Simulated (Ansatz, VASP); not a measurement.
Two plane-wave programs on AlN

```
CELL_PARAMETERS angstrom
3.27210 0.00000 0.00000
-1.63605 2.83372 0.00000
0.00000 0.00000 3.81070
ATOMIC_POSITIONS crystal
Al 0.33333 0.66667 0.75000
Al 0.66667 0.33333 0.25000
N 0.33333 0.66667 0.25000
N 0.66667 0.33333 0.75000
```

Alike in both runs: task single point; functional PBE; k mesh 9 × 9 × 6; occupations gaussian, width 0.05 eV; no spin polarisation.

```csv
,VASP,Ansatz
version,VASP 6.6.1,Ansatz 0.2.0
potentials or method,"VASP PAW PBE potentials, release 64 (Al, N)","scalar-relativistic, plane waves, PAW"
plane-wave cutoff (eV),520,520
valence electrons in the cell,16,16
```

VASP gave:

```
gap on the k mesh at the Fermi level (eV) : 4.26
least direct gap on the mesh (eV)         : 4.26
```

Q: Which values does Ansatz return?

A: gap on the k mesh at the Fermi level (eV): 4.25; least direct gap on the mesh (eV): 4.25.

The functional is the same, so the differences come from potentials, cutoffs and numerics.

Caveats: an odd mesh through Γ misses points on the zone boundary, where band edges often lie. A hybrid or GW would open this gap; PBE tends to underestimate it.
